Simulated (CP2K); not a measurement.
Sn:

```
Sn
1.0
     4.45495    0.00000    0.00000
    -3.30667    2.98538    0.00000
    -0.57414   -1.49269    4.15799
Sn
2
Direct
  0.00000 0.00000 0.00000
  0.75000 0.25000 0.50000
```

Program: CP2K 2026.2. Alike in all runs: task atomic charges; potentials or basis POTENTIAL_UZH Sn GTH-PBE-q4; TZVP-MOLOPT-PBE-GTH basis; no spin polarisation; cell as given; k mesh 9 × 9 × 9; smearing fermi-dirac 0.05 eV.

Order these runs on this cell by their pressure, lowest first.
A. level optB88-vdW; cutoff of the non-local correlation (Ry) 300
B. level vdW-DF-cx; cutoff of the non-local correlation (Ry) 300
C. level AM05

C (1.2 GPa), B (2.8 GPa), A (4.3 GPa).

Caveats: the potentials were made for another functional, which shifts forces and pressure; the basis of atomic orbitals isn't converged, which shifts pressures, moduli and gaps.

Runs at the PBE level aren't shown here.
